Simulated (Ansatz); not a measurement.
# CdS: phonon entropy and phonon heat capacity against temperature

All results are calculated (Ansatz 0.2.0). Plane-wave density functional theory, PAW datasets, Gaussian smearing 0.05 eV: harmonic lattice thermodynamics at fixed volume from displacements in the supercell given; kB is Boltzmann's constant.

Structure of every row (space group P6_3mc, No. 186):
```
CdS
1.0
      4.1643     0.0000     0.0000
     -2.0822     3.6064     0.0000
      0.0000     0.0000     6.7652
Cd S
2 2
Direct
  0.33330 0.66670 0.00400
  0.66670 0.33330 0.50400
  0.33330 0.66670 0.38100
  0.66670 0.33330 0.88100
```

Settings of every row: paw set soft_2; functional r2SCAN; spin treatment none; moment partition spheres; spin axis none; wave cutoff 500 eV; SCF start atoms; lower state search light; symmetry use detected; k mesh of unit cell 6x6x4; supercell 2x2x1.

Atom first moment, atom hubbard u: 0 on all atoms.

| row | temperature (K) | phonon entropy (kB per atom) | phonon heat capacity (kB per atom) | phonon free energy (meV per atom) |
| --- | --- | --- | --- | --- |
| 1 | 200 | 3.254 | 2.573 | 3.78 |
| 2 | 300 | 4.346 | 2.793 | -29.23 |
| 3 | 400 | 5.163 | 2.879 | -70.35 |
| 4 | 500 | ? | ? | ? |
| 5 | 600 | 6.346 | 2.945 | -170.18 |
| 6 | 700 | 6.801 | 2.959 | -226.87 |
| 7 | 800 | 7.197 | 2.968 | -287.22 |
| 8 | 900 | 7.547 | 2.975 | -350.77 |
| 9 | 1000 | 7.86 | 2.979 | -417.18 |

Question: what phonon entropy and phonon heat capacity should row 4 give?

Worked fit of phonon entropy. Entropy rises as the heat capacity times the change of ln T, so take t = ln(T / 300 K). The shown rows have t = -0.4055, 0, 0.2877, 0.6931, 0.8473, 0.9808, 1.0986, 1.204. Least squares give phonon entropy = 4.3573 + 2.78204 × t + 0.1112 × t² kB per atom; a straight line predicts inner rows, each left out in turn, worse (root mean square 0.027 against 0.0092 kB per atom). The rows lie off it by 0.007, -0.011, -0.004, 0.007, 0.007, 0.004, -0.001, -0.008 (root mean square 0.0068 kB per atom), a smooth pattern that one more power would take up: the form is only approximate. The slope at t = 0, 2.78 kB per atom, estimates the heat capacity at 300 K. The withheld row has t = 0.5108, so the fit gives 4.3573 + 2.78204 × (0.5108) + 0.1112 × (0.5108)² = 5.807 kB per atom.

The calculation gave 5.811 kB per atom. The fit lies 0.004 kB per atom (0.087 % of the column's range) below it; its largest miss of a shown row is 0.011 kB per atom.

Worked fit of phonon heat capacity. At high temperature a harmonic heat capacity falls short of its limit by a term in 1/T², so take t = (100 K / T)². The shown rows have t = 0.25, 0.11111, 0.0625, 0.02778, 0.02041, 0.01562, 0.01235, 0.01. Least squares give phonon heat capacity = 2.9989 − 1.9773 × t + 1.096 × t² kB per atom; a straight line predicts inner rows, each left out in turn, worse (root mean square 0.0065 against 0.00058 kB per atom). The rows lie off it by 0.000, 0.000, -0.001, 0.000, 0.000, 0.000, 0.000, 0.000. The constant, 2.9989 kB per atom, is to be held against the harmonic limit of 3 k_B an atom. The withheld row has t = 0.04, so the fit gives 2.9989 − 1.9773 × (0.04) + 1.096 × (0.04)² = 2.922 kB per atom.

The calculation gave 2.921 kB per atom. The fit lies 0.001 kB per atom (0.25 % of the column's range) above it, one unit of the last digit.

The other values of row 4: phonon free energy -117.73 meV per atom.
